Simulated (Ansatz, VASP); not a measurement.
# InSe in two plane-wave programs, part 2 of 2

Aim: how closely do two programs agree when they are given the same cell, functional and k mesh? Of the first pair: The structure shown is the start of the Ansatz relaxation below; VASP solves that cell, so the two are compared at the walk's first step.

VASP 6.6.1 and Ansatz 0.2.0.

So far. Step 4 (Comparison): The forces differ by 12 meV/Å r.m.s., which is 9.3 % of the r.m.s. force of 0.124 eV/Å (both taken over all components). With vacuum in the cell, a pressure given here is an average over mostly empty space and none of the material.

**5. Ansatz: relaxation, PBEsol**

Level of this step: Ansatz beside VASP: Kohn-Sham DFT, plane waves, PBEsol (Ansatz).

This run makes the geometry at which the two programs are then compared.

The structure compared here is the end of the Ansatz relaxation.

input.yaml

```yaml
crystal:
  lattice:
    - [4.0000000028, 0.0, 0.0]
    - [-2.0000000014, 3.4641016176, 0.0]
    - [0.0, 0.0, 21.357712]
  atoms:
    - { symbol: In, position: [0.6666666667, 0.3333333333, 0.43404556] }
    - { symbol: In, position: [0.6666666667, 0.3333333333, 0.56595444] }
    - { symbol: Se, position: [0.0, 0.0, 0.62542804] }
    - { symbol: Se, position: [0.0, 0.0, 0.37457196] }
  periodic: [true, true, false]
kpoints:
  mp_grid: { grid: [7, 7, 1] }
scf:
  occupations: { method: fermi_dirac, width: 0.05 }
hamiltonian:
  xc: pbesol
output:
  forces: true
  stress: true
relax:
  f_tol: 0.02
  max_steps: 50
  cell: {}
```

Run with:

```bash
$ ansatz run input.yaml --threads 2 --pin off --max-ram 6144MiB --backend cpu --events-out ev --progress --plain --runs-dir out
```

Numbers of over 12 decimals in the logs are rounded to 6 here.

What it wrote:

```text
[...]
Crystal: 4 atoms, lattice volume = 478.260 Å³
Basis set: ecut = 420 eV, 9439 PW (Γ), exchange–correlation on 54×54×480 points (8 copies of the dense FFT grid, shifted against one another)
Bands: 35, of which v1, the nominal top of the filled ones, is band 29 counted from 1 (28 counted from 0)
Symmetry: 12 space group operations
[...]
cell:  # Å, volume = 477.4910 Å³
    - [3.996784, -1.785216129937118e-19, 0]
    - [-1.998392, 3.461317, 0]
    - [0, 0, 34.515424]
  atoms:
    - { symbol: In, position: [0.666667, 0.333333, 0.269213] }
    - { symbol: In, position: [0.666667, 0.333333, 0.349574] }
    - { symbol: Se, position: [-2.771221535733205e-17, 0, 0.386735] }
    - { symbol: Se, position: [-2.7798935873925765e-17, 0, 0.232052] }
[key lines of the parts left out:]
SCF converged after 5 iterations
Free energy (F): -21901.113174 eV
Fermi energy:    -5.128298 eV
P = ½ c Tr σ = -0.0035 N/m
```

**6. VASP: single point, PBEsol, relaxed cell, pair 2**

The same cell, functional, mesh and smearing now go to VASP, with its own data sets.

INCAR

```
SYSTEM = InSe
PREC = Accurate
ENCUT = 400
EDIFF = 1E-06
NELM = 120
ISMEAR = -1
SIGMA = 0.05
LREAL = .FALSE.
ALGO = Normal
GGA = PS
NBANDS = 25
LORBIT = 11
LWAVE = .FALSE.
LCHARG = .FALSE.
ISIF = 2
LDIPOL = .TRUE.
IDIPOL = 3
DIPOL = 0.5 0.5 0.309
LVHAR = .TRUE.
LASPH = .TRUE.
GGA_COMPAT = .FALSE.
EFERMI = MIDGAP
NELMDL = -8
```

POSCAR

```
InSe
1.0
    3.9967840433      0.0000000000      0.0000000000
   -1.9983920217      3.4613165150      0.0000000000
    0.0000000000      0.0000000000     34.5154238202
In Se
2 2
Direct
    0.6666666667      0.3333333333      0.2692133952
    0.6666666667      0.3333333333      0.3495740811
    0.0000000000      0.0000000000      0.3867354698
    0.0000000000      0.0000000000      0.2320520065
```

KPOINTS

```
Automatic mesh
0
Gamma
7 7 1
0 0 0
```

Potentials, in the order of the species: In_d and Se (PBE family, release 64).

Run with:

```bash
$ mpirun -np 1 vasp_std
```

What it wrote:

```text
[banner, memory and clock lines left out]
running    1 mpi-ranks, on    1 nodes
[...]
[... a notice as in an earlier step ...]

 LDA part: xc-table for (Slater+PW92), standard interpolation
 POSCAR, INCAR and KPOINTS ok, starting setup
[...]
entering main loop
       N       E                     dE             d eps       ncg     rms          rms(c)
DAV:   1     0.267990263482E+03    0.26799E+03   -0.13156E+04   496   0.940E+02
DAV:   2     0.140186675337E+02   -0.25397E+03   -0.25020E+03   474   0.273E+02
DAV:   3    -0.149879804080E+02   -0.29007E+02   -0.28824E+02   504   0.115E+02
DAV:   4    -0.160006739045E+02   -0.10127E+01   -0.10108E+01   510   0.265E+01
[...]
DAV:  23    -0.155555862358E+02   -0.53276E-05   -0.20988E-07   326   0.146E-03    0.426E-04
DAV:  24    -0.155555880933E+02   -0.18575E-05   -0.44888E-08   314   0.107E-03    0.197E-04
DAV:  25    -0.155555888729E+02   -0.77964E-06   -0.13286E-08   299   0.477E-04
   1 F= -.15555589E+02 E0= -.15555589E+02  d E =-.169947E-07
```

From OUTCAR (step 6):

```text
  Total        0.0207475      0.0207475      0.0010222     -0.0000000      0.0000000      0.0000000
  in kB        0.0696163      0.0696163      0.0034298     -0.0000000      0.0000000      0.0000000
  external PRESSURE =       0.0475542 kB  Pullay stress =       0.0000000 kB

 POSITION                                       TOTAL-FORCE (eV/Angst)
 -----------------------------------------------------------------------------------
      1.99839      1.15377      9.29201        -0.000000     -0.000000      0.021538
      1.99839      1.15377     12.06570        -0.000000     -0.000000     -0.021538
      0.00000      0.00000     13.34834         0.000000      0.000000      0.020086
      0.00000      0.00000      8.00937         0.000000      0.000000     -0.020086
 -----------------------------------------------------------------------------------
    total drift:                               -0.000000      0.000000      0.000063

  FREE ENERGIE OF THE ION-ELECTRON SYSTEM (eV)
  ---------------------------------------------------
  free  energy   TOTEN  =       -15.5555888729 eV

  energy  without entropy=      -15.5555888559  energy(sigma->0) =      -15.55558886

[... 1 part as in an earlier step ...]

[... 2 further parts left out ...]
[key lines of the parts left out:]
E-fermi :  -2.8785
```

**7. Differences**

What differs besides the data sets and the points named for the pairs above, as far as they apply: the data sets hold 58 valence electrons in Ansatz (on its default PAW (the set named soft_2) files) and 38 in VASP. Total energies have different zeros and are not compared.

Both answers:

```csv
quantity,Ansatz,VASP,difference
gap on the k mesh (eV),1.645,1.634,+0.011
```

At this near-relaxed geometry the largest component of a force difference is 21 meV/Å. A gap on the mesh is an upper bound, since the band edges may lie between its points. With vacuum in the cell, a pressure given here is an average over mostly empty space and none of the material.

**8. Outcome**

| Quantity | Value |
| --- | --- |
| r.m.s. force difference (single point, PBEsol, start cell, pair 1) | 12 meV/Å |
| difference in gap on the k mesh (single point, PBEsol, relaxed cell, pair 2) | 0.011 eV |
| r.m.s. force difference (single point, PBEsol, relaxed cell, pair 2) | 12 meV/Å |

What this shows: The r.m.s. force difference is 12 meV/Å (single point, PBEsol, start cell, pair 1), at about the 12 meV/Å picked in this series as the mark of a large difference. The data sets hold unlike numbers of valence electrons (58 in Ansatz and 38 in VASP), so part of the differences comes from the potentials. Such differences can come from data sets, numerical settings and the points named under the comparisons, not from the functional's error against experiment.

[Lines on the potential files, build, host, timing and source positions are cut from VASP's logs without a mark.]

[Logs are printed without paths, hosts, clocks, repeated set-up lines and the standing remarks that a program may print on its own settings, such as how far it seeks lower states.]

[Hosts, paths, dates, database ids (printed as entryN), source tags and the programs' standing remarks are cut or masked in the printed files.]
